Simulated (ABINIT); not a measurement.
# ZnS in ABINIT: convergence with k mesh

Input of the first run (k mesh 2 × 2 × 2); the others differ in this setting and in those tied to it:

Contents of run.abi:

```
pp_dirpath "./"
pseudos "Zn.GGA_PBE-JTH.xml, S.GGA_PBE-JTH.xml"

acell 3.8212050455 3.8212050455 3.8212050455 Angstrom
rprim
     0.0000000000     0.7071067812     0.7071067812
     0.7071067812     0.0000000000     0.7071067812
     0.7071067812     0.7071067812     0.0000000000
ntypat 2
znucl 30 16
natom 2
typat 1 2
xred
     0.7500000000     0.7500000000     0.7500000000
     0.0000000000     0.0000000000     0.0000000000

ecut 598.650497 eV
pawecutdg 44.0
pawxcdev 0

kptopt 1
ngkpt 2 2 2
nshiftk 1
shiftk 0.0 0.0 0.0

ixc 15

nband 13
occopt 4
tsmear 0.05 eV

nstep 100
tolvrs 1.0e-9

iomode 3
prtwf 0
prtden 0
prteig 0
prtebands 0
enunit 2
```

Potentials or basis: JTH PAW PBE v2.0.

Run with:

```console
$ abinit run.abi > log 2>&1
```

Hardware: 1 thread of Arm Neoverse V2, with other jobs on the host.

The values tried are 2 × 2 × 2, 3 × 3 × 3, 4 × 4 × 4, 5 × 5 × 5, 7 × 7 × 7, 8 × 8 × 8, 9 × 9 × 9, 11 × 11 × 11, 14 × 14 × 14, loosest first. From which on does the energy stay within 1 meV/atom of the tightest run that finished?

From 7 × 7 × 7 on.

| k mesh | energy less the tightest run (meV/atom) | pressure (GPa) | gap on the mesh (eV) | SCF cycles | CPU time (s) | peak memory (GiB) |
| --- | --- | --- | --- | --- | --- | --- |
| 2 × 2 × 2 | 604.42 | 9.78 | 2.188 | 18 | 4.9 | 0.09 |
| 3 × 3 × 3 | 103.20 | 5.22 | 2.242 | 23 | 7.4 | 0.09 |
| 4 × 4 × 4 | 21.68 | 4.24 | 2.256 | 55 | 21 | 0.1 |
| 5 × 5 × 5 | 5.24 | 4.01 | 2.260 | 29 | 15 | 0.1 |
| 7 × 7 × 7 | 0.41 | 3.94 | 2.262 | 29 | 24 | 0.1 |
| 8 × 8 × 8 | 0.13 | 3.94 | 2.262 | 33 | 35 | 0.11 |
| 9 × 9 × 9 | 0.05 | 3.93 | 2.262 | 26 | 35 | 0.11 |
| 11 × 11 × 11 | 0.01 | 3.93 | 2.262 | 38 | 74 | 0.13 |
| 14 × 14 × 14 | 0.00 | 3.93 | 2.262 | 35 | 120 | 0.16 |

Against the tightest run, the pressure stays within 0.1 GPa from 5 × 5 × 5 on; the gap on the mesh stays within 0.01 eV from 4 × 4 × 4 on. Meshes of other sizes hit other points, so gaps and Fermi surfaces needn't settle smoothly. The tightest run that finished is the yardstick and may itself not be fully converged.

Caveat, for the tightest run too: the PAW data sets were made with another functional, which shifts forces and pressure a little.
